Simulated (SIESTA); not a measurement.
MoS2 under changes of volume

One of the cells (31.721 Å³/atom); the others are scaled copies at fixed shape and fractional positions:

```
Mo S
1.0
     3.18454    0.00000    0.00000
    -1.59227    2.75789    0.00000
     0.00000    0.00000   21.67053
Mo S
2 4
Direct
  0.33333 0.66667 0.85116
  0.66667 0.33333 0.14884
  0.66667 0.33333 0.77963
  0.33333 0.66667 0.07725
  0.66667 0.33333 0.92275
  0.33333 0.66667 0.22037
```

* Program: SIESTA 5.4.2
* Functional: PBEsol
* Potentials or basis: PseudoDojo 0.4 standard (PBEsol files)
* Basis: DZP (energy shift 0.003 Ry; two zetas on semicore shells)
* Grid cutoff: 800 Ry
* Energy shift: 0.003 Ry
* k mesh: 8 × 8 × 2
* Occupations: fermi-dirac, width 0.05 eV
* Spin: no spin polarisation

```tsv
volume (Å³/atom)	energy over the lowest point (meV/atom)	gap on the mesh (eV)	largest force (eV/Å)
29.817	?	?	?
30.452	13.47	1.49	1.059
31.086	2.93	1.45	0.666
31.721	0.00	1.42	0.303
32.355	3.92	1.38	0.080
32.990	14.02	1.35	0.391
33.624	29.62	1.32	0.680
```

What does the run at 29.817 Å³/atom give?

Energy over the lowest point 32.52 meV/atom; gap on the mesh 1.52 eV; largest force 1.486 eV/Å.

Worked out: A Birch-Murnaghan fit of order 3 (a polynomial in V^(-2/3)) to the other rows has its minimum at 31.66 Å³/atom with B0 = V·E''(V) = 87 GPa and B' = 4.3 at fixed shape and positions, which overstates the stiffness. It gives 32.53 meV/atom at 29.817 Å³/atom, against the run's 32.52. A straight line through the other rows of the gap, of slope -1.72 eV per unit of ln V, extrapolates to 1.52 eV, against the run's 1.52.

Energies are extrapolated to zero smearing.

Caveats: the basis of atomic orbitals isn't converged, which shifts pressures, moduli and gaps.

A mesh can miss the band edges. Spin-orbit coupling on Mo is left out.
